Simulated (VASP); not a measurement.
Here is a VASP 6.6.1 calculation.

The input INCAR:

```
SYSTEM = BaTiO3
PREC = Accurate
ENCUT = 600
EDIFF = 1E-6
ISMEAR = 0
SIGMA = 0.02
LREAL = .FALSE.
LASPH = .TRUE.
NELM = 120
ALGO = Normal
ISIF = 3
LWAVE = .FALSE.
LCHARG = .FALSE.
GGA = PE
IBRION = 2
NSW = 80
EDIFFG = -0.005
KPAR = 4
```

Contents of KPOINTS:

```
regular mesh
0
G
  8 8 7
  0 0 0
```

POSCAR

```
BaTiO3                                  
1.0
    3.9965374438      0.0000000000      0.0000000000
    0.0000000000      3.9965374438      0.0000000000
    0.0000000000      0.0000000000      4.2194901027
  Ba              Ti              O             
     1     1     3
Direct
     0.5000000000000000    0.5000000000000000    0.5897714823185020
     0.0000000000000000    0.0000000000000000    0.1086709239354554
     0.0000000000000000    0.5000000000000000    0.0612164646736816
     0.5000000000000000    1.0000000000000000    0.0612164646736816
     0.0000000000000000    0.0000000000000000    0.5391216543986856
```

Potentials or basis: VASP PAW PBE potentials, release 64 (Ba_sv, Ti_sv, O).

Command:

```sh
$ cat potpaw_PBE.64/Ba_sv/POTCAR potpaw_PBE.64/Ti_sv/POTCAR potpaw_PBE.64/O/POTCAR > POTCAR
$ mpirun -np 4 vasp_std > vasp.out
```

(1) What does it give for the band gap on the k mesh?

Results:

(1) 1.77 eV, indirect (least direct gap 2.34 eV).

Caveat: the relaxation stopped at its first step, so nothing moved; spin-orbit coupling is left out, which moves the levels of the heavy elements; an odd mesh through Γ misses points on the zone boundary, where band edges often lie.
